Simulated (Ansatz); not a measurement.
**ZnCu: moving Cu off its site**

ZnCu, Pm-3m, a = 2.945 Å (as given, not relaxed at this level: -4.7 GPa). The structure is a COD entry; whether it is the stable form wasn't checked. Ansatz: PBEsol, PAW, 420 eV, Γ-centred 16×16×16 mesh on 2 atoms, Gaussian smearing 0.15 eV; no spin polarisation.

```xyz
2
Lattice="2.9450 0.0000 0.0000 0.0000 2.9450 0.0000 0.0000 0.0000 2.9450" Properties=species:S:1:pos:R:3 pbc="T T T"
Zn    1.4725    1.4725    1.4725
Cu    0.0000    0.0000    0.0000
```

Atom 2 (Cu) moves by x along the unit vector (-0.577, -0.577, -0.577), with its periodic images; all else is held. y is the free energy of the cell over the start, F the force along the path summed over the moved atoms. Symmetry makes y even in x.

| x (Å) | y (meV) | F (eV/Å) |
| --- | --- | --- |
| -0.1000 | ? | ? |
| -0.0500 | 5.55 | 0.22 |
| 0.0000 | 0.00 | 0.00 |
| 0.0125 | 0.35 | -0.06 |
| 0.0250 | 1.38 | -0.11 |
| 0.0375 | 3.12 | -0.17 |
| 0.0625 | 8.69 | -0.28 |
| 0.0750 | 12.54 | -0.34 |
| 0.0875 | 17.12 | -0.40 |

Problem. Fit y = c2 x² + c4 x⁴ to the energies of the other rows, give the force constant, and predict energy and force of the missing row.

Solution. Least squares on the rows shown. y = 2212.3 x² + 3085.8 x⁴. The force constant is 2 c2 = 4.42 eV/Å², for the cell as given, at -4.7 GPa (for all images moving together, not for a lone atom). With two atoms in a cubic cell this is the optical mode at Γ (in a metal it hangs on mesh and smearing): ω = 521.5 √(2 c2/μ) = 193 cm⁻¹ for μ = 32.22 u. The force −dy/dx at the missing row is 0.45 eV/Å (computed 0.45). At x = -0.1000 the fit asked for gives 22.43 meV. The run gave 22.43 meV, the same to the digits shown.